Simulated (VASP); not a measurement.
# SnS2 (P-3m1) in VASP: G0W0 quasiparticle levels with PBE

Aim: the G0W0 quasiparticle levels of SnS2 with PBE.

Everything below comes from runs of VASP 6.6.1. Logs are shortened: lines on timing, memory, paths and dates and some standing lists are left out, and cuts for length are marked.

### 1 Starting point

The structure is trigonal, space group P-3m1 (No. 164). The conventional cell has a = 3.670 Å, b = 3.670 Å, c = 5.890 Å, α = 90.00°, β = 90.00°, γ = 120.00°. Sn (site symmetry -3m) is surrounded by 6 S at 2.58 Å. S (site symmetry 3m) has 3 Sn at 2.58 Å as nearest neighbours.

### 2 G0W0 quasiparticle levels, PBE

POSCAR

```
SnS2
1.0
    3.6700000000      0.0000000000      0.0000000000
   -1.8350000000      3.1783132300      0.0000000000
    0.0000000000      0.0000000000      5.8900000000
Sn S
1 2
Direct
    0.0000000000      0.0000000000      0.0000000000
    0.3333333300      0.6666666700      0.2500000000
    0.6666666700      0.3333333300      0.7500000000
```

INCAR.step1

```
PREC     = Accurate       # precision mode
ENCUT    = 420            # plane-wave cutoff, eV
EDIFF    = 1E-8           # SCF threshold, eV
ISMEAR   = 0              # smearing method
SIGMA    = 0.01           # smearing width, eV
LREAL    = F              # projectors in reciprocal space
LASPH    = T              # aspherical terms in the spheres
NELM     = 60             # most SCF steps
ALGO     = Normal         # electronic algorithm
LWAVE    = T              # write WAVECAR
LCHARG   = F              # write CHGCAR
GGA      = PE             # functional
```

INCAR.step2

```
PREC     = Accurate       # precision mode
ENCUT    = 420            # plane-wave cutoff, eV
EDIFF    = 1E-8           # SCF threshold, eV
ISMEAR   = 0              # smearing method
SIGMA    = 0.01           # smearing width, eV
LREAL    = F              # projectors in reciprocal space
LASPH    = T              # aspherical terms in the spheres
NELM     = 1              # most SCF steps
ALGO     = Exact          # electronic algorithm
LWAVE    = T              # write WAVECAR
LCHARG   = F              # write CHGCAR
GGA      = PE             # functional
NBANDS   = 223            # bands
LOPTICS  = T              # frequency-dependent dielectric function
ISTART   = 1
```

INCAR.step3

```
PREC     = Accurate       # precision mode
ENCUT    = 420            # plane-wave cutoff, eV
EDIFF    = 1E-8           # SCF threshold, eV
ISMEAR   = 0              # smearing method
SIGMA    = 0.01           # smearing width, eV
LREAL    = F              # projectors in reciprocal space
LASPH    = T              # aspherical terms in the spheres
ALGO     = EVGW0          # electronic algorithm
LWAVE    = F              # write WAVECAR
LCHARG   = F              # write CHGCAR
GGA      = PE             # functional
NELMGW   = 1            
NBANDS   = 223            # bands
ENCUTGW  = 200            # cutoff of the response function
NOMEGA   = 60             # frequency points
PRECFOCK = Fast         
ISTART   = 1            
NBANDSGW = 21
```

KPOINTS

```
Automatic mesh
0
Gamma
  6 6 4
```

Potentials or basis: VASP PAW PBE potentials, release 64 (Sn_d_GW, S_GW).

Launch:

```
cat potpaw_PBE.64/Sn_d_GW/POTCAR potpaw_PBE.64/S_GW/POTCAR > POTCAR
cp INCAR.step1 INCAR
mpirun -np 1 vasp_std > vasp.out
cp INCAR.step2 INCAR
mpirun -np 1 vasp_std > vasp.out
cp INCAR.step3 INCAR
mpirun -np 1 vasp_std > vasp.out
```

OUTCAR:

```text
PREC = Accurate
   ENCUT = 420
   EDIFF = 1E-8
   ISMEAR = 0
   LREAL = F
   LASPH = T
   GGA = PE
   NELMGW = 1
   ENCUTGW = 200
   PRECFOCK = Fast
   ISTART = 1

 ion  position               nearest neighbor table
   1  0.000  0.000  0.000-   2 2.58   3 2.58   2 2.58   3 2.58   3 2.58   2 2.58
   2  0.333  0.667  0.250-   1 2.58   1 2.58   1 2.58
   3  0.667  0.333  0.750-   1 2.58   1 2.58   1 2.58

  LATTYP: Found a hexagonal cell.
 ALAT       =     3.6700000000
 C/A-ratio  =     1.6049046322

  Lattice vectors:

 A1 = (   3.6700000000,   0.0000000000,   0.0000000000)
 A2 = (  -1.8350000000,   3.1783132300,   0.0000000000)
 A3 = (   0.0000000000,   0.0000000000,   5.8900000000)

Analysis of symmetry for initial positions (statically):
=====================================================================
 Subroutine PRICEL returns:
 Original cell was already a primitive cell.

 Routine SETGRP: Setting up the symmetry group for a
 hexagonal supercell.

 Subroutine GETGRP returns: Found 12 space group operations
 (whereof 12 operations were pure point group operations)
 out of a pool of 24 trial point group operations.

The static configuration has the point symmetry D_3d.

Analysis of symmetry for dynamics (positions and initial velocities):
=====================================================================
 Subroutine PRICEL returns:
 Original cell was already a primitive cell.

 Routine SETGRP: Setting up the symmetry group for a
 hexagonal supercell.

 Subroutine GETGRP returns: Found 12 space group operations
 (whereof 12 operations were pure point group operations)
 out of a pool of 24 trial point group operations.

The dynamic configuration has the point symmetry D_3d.

 Subroutine INISYM returns: Found 12 space group operations
 (whereof 12 operations are pure point group operations),
 and found     1 'primitive' translations

----------------------------------------------------------------------------------------

                                     Primitive cell

  volume of cell :      68.7034

  direct lattice vectors                    reciprocal lattice vectors
     3.670000000  0.000000000  0.000000000     0.272479564  0.157316150  0.000000000
    -1.835000000  3.178313230  0.000000000     0.000000000  0.314632299  0.000000000
     0.000000000  0.000000000  5.890000000     0.000000000  0.000000000  0.169779287

  length of vectors
     3.670000000  3.669999998  5.890000000     0.314632299  0.314632299  0.169779287

  position of ions in fractional coordinates (direct lattice)
     0.000000000  0.000000000  0.000000000
     0.333333330  0.666666670  0.250000000
     0.666666670  0.333333330  0.750000000

  ion indices of the primitive-cell ions
   primitive index   ion index
                 1           1
                 2           2
                 3           3

----------------------------------------------------------------------------------------

 KPOINTS: Automatic mesh

Automatic generation of k-mesh.
 Grid dimensions read from file:
 generate k-points for:    6    6    4

 Generating k-lattice:

  Cartesian coordinates                     Fractional coordinates (reciprocal lattice)
     0.045413261  0.026219358  0.000000000     0.166666667 -0.000000000  0.000000000
     0.000000000  0.052438717  0.000000000     0.000000000  0.166666667  0.000000000
     0.000000000  0.000000000  0.042444822     0.000000000  0.000000000  0.250000000

  Length of vectors
     0.052438717  0.052438717  0.042444822

  Shift w.r.t. Gamma in fractional coordinates (k-lattice)
     0.000000000  0.000000000  0.000000000

 Subroutine IBZKPT returns following result:
 ===========================================

 Found     24 irreducible k-points:

 Following reciprocal coordinates:
            Coordinates               Weight
  0.000000  0.000000  0.000000      1.000000
  0.166667 -0.000000  0.000000      6.000000
  0.333333 -0.000000  0.000000      6.000000
  0.500000 -0.000000  0.000000      3.000000
  0.166667  0.166667  0.000000      6.000000
  0.333333  0.166667  0.000000     12.000000
[... 16 lines left out ...]
  0.333333  0.166667  0.500000     12.000000
  0.333333  0.333333  0.500000      2.000000
   k-points           NKPTS =     24   k-points in BZ     NKDIM =    144   number of bands    NBANDS=    223
   number of dos      NEDOS =    301   number of ions     NIONS =      3
   total plane-waves  NPLWV =  31360
   dimension x,y,z NGX =    28 NGY =   28 NGZ =   40
   dimension x,y,z NGXF=    56 NGYF=   56 NGZF=   80
   ions per type =               1   2
   NGX,Y,Z   is equivalent  to a cutoff of  12.68, 12.68, 11.29 a.u.
   NGXF,Y,Z  is equivalent  to a cutoff of  25.37, 25.37, 22.58 a.u.
 SYSTEM =  unknown system
   PREC   = accura    normal or accurate (medium, high low for compatibility)
   ISTART =      1    job   : 0-new  1-cont  2-samecut
   ICHARG =      0    charge: 1-file 2-atom 10-const
   ISPIN  =      1    spin polarized calculation?
   LNONCOLLINEAR =      F non collinear calculations
   LSORBIT =      F    spin-orbit coupling
   LASPH  =      T    aspherical Exc in radial PAW
   ENCUT  =  420.0 eV  30.87 Ry    5.56 a.u.   6.13  6.13  9.84*2*pi/ulx,y,z
   NELM   =     60;   NELMIN=  2; NELMDL=  0     # of ELM steps
   EDIFF  = 0.1E-07   stopping-criterion for ELM
   LREAL  =      F    real-space projection
   EDIFFG = 0.1E-06   stopping-criterion for IOM
   NSW    =      0    number of steps for IOM
   IBRION =     -1    ionic relax: 0-MD 1-quasi-New 2-CG
   NFREE  =      0    steps in history (QN), initial steepest desc. (CG)
   ISIF   =      0    stress and relaxation
   ISYM   =      3    0-nonsym 1-usesym 2-fastsym
   POTIM  = 0.5000    time-step for ionic-motion
   TEBEG  =    0.0;   TEEND  =   0.0 temperature during run
   PSTRESS=    0.0 pullay stress
   NELECT =      26.0000    total number of electrons
   NUPDOWN=      -1.0000    fix difference up-down
   EMIN   =  10.00;   EMAX   =-10.00  energy-range for DOS
   EFERMI =   0.00;   METHOD = LEGACY
   ISMEAR =     0;   SIGMA  =   0.01  broadening in eV -4-tet -1-fermi 0-gaus
   EFERMI_NEDOS =   21; number of points for ismear=-14 and -15
   IALGO  =     38    algorithm
   IMIX   =      4    mixing-type and parameters
     AMIX     =   0.40;   BMIX     =  1.00
     AMIX_MAG =   1.60;   BMIX_MAG =  1.00
  volume/ion in A,a.u.               =      22.90       154.54
  Fermi-wavevector in a.u.,A,eV,Ry     =   1.184150  2.237718 19.078231  1.402210
  Thomas-Fermi vector in A             =   2.320370
   LORBIT       =      0    0 simple, 1 ext, 2 COOP (PROOUT), +10 PAW based schemes
   GGA     = PE    functional components
   LHFCALC =     T    Hartree Fock is set to
   PRECFOCK=fast      Normal, Fast or Accurate (Low or Medium for compatibility)
   ENCUT4O =  -1.0   cutoff for four orbital integrals eV
   NKREDX  =     1    reduce k-point grid by
   NKREDY  =     1    reduce k-point grid by
   NKREDZ  =     1    reduce k-point grid by
   AEXX    =    1.0000 exact exchange contribution
   HFSCREEN=    0.0000 screening length (either q_TF or 0.3 A-1)
   HFSCREENC=   0.0000 screening length for correlation (either q_TF or 0.3 A-1)
   ENCUTFOCK=  -1.0 apply spherical cutoff to Coloumb kernel
   IVDW    =     0    specifies the selected vdW correction
   LEPSILON=     F    determine dielectric tensor
   LRPA    =     F    only Hartree local field effects (RPA)
   LRPAFORCE           =     F    calculate RPA forces
   ENCUTGW             = 200.0    cutoff for response function in eV
   ENCUTGWSOFT         = 160.0    soft cutoff for Coulomb kernel in GW response function in eV
   ENCUTLF             =  -1.0    cutoff for local field effects
   NELMGW              =     1    number of iterations in solving QP/BSE equation
   NELMHF              =     1    number of iterations in the inner HF iteration
   NKREDLFX            =     1    NKREDLFY  =   1   NKREDLFZ  =   1
 non-spin polarized calculation
 Gauss-broadening in eV      SIGMA  =   0.01
  energy-cutoff  :      420.00
  volume of cell :       68.70
 maximum number of plane-waves:      1362
 NGX is ok and might be reduce to    28
  NGX = 14; NGY = 14; NGZ = 24
   NGX = 13   NGY = 13   NGZ = 19
 maximum number of plane-waves:       458

 QP shifts <psi_nk| G(iteration)W_0 |psi_nk>: iteration 1
 for sc-GW calculations column KS-energies equals QP-energies in previous step
 and V_xc(KS)=  KS-energies - (<T + V_ion + V_H > + <T+V_H+V_ion>^1  + <V_x>^1)

 k-point   1 :       0.0000    0.0000    0.0000
  band No.  KS-energies  QP-energies   sigma(KS)   V_xc(KS)     V^pw_x(r,r')   Z            occupation Imag(sigma)

      1     -17.3089     -19.9269     -21.1074     -17.4745     -27.1248       0.7206       2.0000       0.3004
      2     -17.3089     -19.9269     -21.1074     -17.4745     -27.1248       0.7206       2.0000       0.3004
      3     -17.2700     -19.8312     -21.0590     -17.4459     -26.9965       0.7089       2.0000       0.2166
      4     -17.2440     -19.8456     -21.1192     -17.4962     -27.0637       0.7181       2.0000       0.2317
      5     -17.2440     -19.8456     -21.1192     -17.4962     -27.0637       0.7181       2.0000       0.2317
      6     -10.0685     -10.3068     -12.9985     -12.6120     -20.7436       0.6166       2.0000       1.4134
[... 13 lines left out ...]
     20      13.0999      13.4705     -10.2483     -10.7303      -5.1391       0.7690       0.0000      -0.2313
     21      14.1673      14.2478      -9.5613      -9.6674      -4.1421       0.7591       0.0000      -0.3381

 k-point   2 :       0.1667   -0.0000    0.0000
  band No.  KS-energies  QP-energies   sigma(KS)   V_xc(KS)     V^pw_x(r,r')   Z            occupation Imag(sigma)

      1     -17.3252     -19.9320     -21.0812     -17.4602     -27.1327       0.7199       2.0000       0.3222
      2     -17.2948     -19.9178     -21.1337     -17.4932     -27.1594       0.7205       2.0000       0.3110
      3     -17.2602     -19.8351     -21.0776     -17.4626     -27.0188       0.7123       2.0000       0.2228
      4     -17.2516     -19.8353     -21.0907     -17.4765     -27.0280       0.7149       2.0000       0.2216
      5     -17.2424     -19.8381     -21.1051     -17.4916     -27.0401       0.7183       2.0000       0.2228
      6      -9.7670     -10.0134     -13.1066     -12.6989     -20.7382       0.6041       2.0000       1.3274
[... 13 lines left out ...]
     20      13.3630      13.7326     -10.0212     -10.4996      -4.8627       0.7725       0.0000      -0.2477
     21      13.7331      14.0650      -9.7470     -10.1772      -4.6133       0.7715       0.0000      -0.2581
[... 508 lines left out ...]
      5     -17.2140     -19.8292     -21.1257     -17.5093     -27.0528       0.7232       2.0000       0.2173
      6      -8.1848      -8.5037     -13.9594     -13.4482     -21.0318       0.6238       2.0000       1.0263
[... 13 lines left out ...]
     20      13.8075      14.0928      -9.9372     -10.3106      -4.6164       0.7640       0.0000      -0.2707
     21      14.0700      14.3346     -10.1088     -10.4586      -4.6921       0.7565       0.0000      -0.3117

 k-point  24 :       0.3333    0.3333    0.5000
  band No.  KS-energies  QP-energies   sigma(KS)   V_xc(KS)     V^pw_x(r,r')   Z            occupation Imag(sigma)

      1     -17.3302     -19.9166     -21.0591     -17.4551     -27.1626       0.7176       2.0000       0.3536
      2     -17.3302     -19.9166     -21.0591     -17.4551     -27.1626       0.7176       2.0000       0.3536
      3     -17.2437     -19.8244     -21.0782     -17.4815     -27.0100       0.7175       2.0000       0.2175
      4     -17.2437     -19.8244     -21.0782     -17.4815     -27.0100       0.7175       2.0000       0.2175
      5     -17.2212     -19.8210     -21.1126     -17.4964     -27.0379       0.7189       2.0000       0.2153
      6      -7.6414      -7.9770     -14.3426     -13.8144     -21.2980       0.6353       2.0000       0.9943
[... 13 lines left out ...]
     20      13.2174      13.4787      -9.9868     -10.3279      -4.7776       0.7659       0.0000      -0.2415
     21      13.2174      13.4787      -9.9868     -10.3279      -4.7776       0.7659       0.0000      -0.2415
```

It took 56 min on 1 thread of Intel Xeon 6975P-C (Granite Rapids), shared host; peak memory 1.6 GiB.

What came out:

```
Band gap on the k mesh, mean-field level : 1.40 eV, indirect (least direct gap 1.79 eV)
Quasiparticle gap                        : 2.25 eV
Least direct quasiparticle gap           : 2.64 eV
```

Caveat: bands, screening cutoff and mesh are small and nothing is extrapolated, so the quasiparticle values aren't converged; spin-orbit coupling is left out, which moves the levels of the heavy elements. A k mesh can miss the band edges.
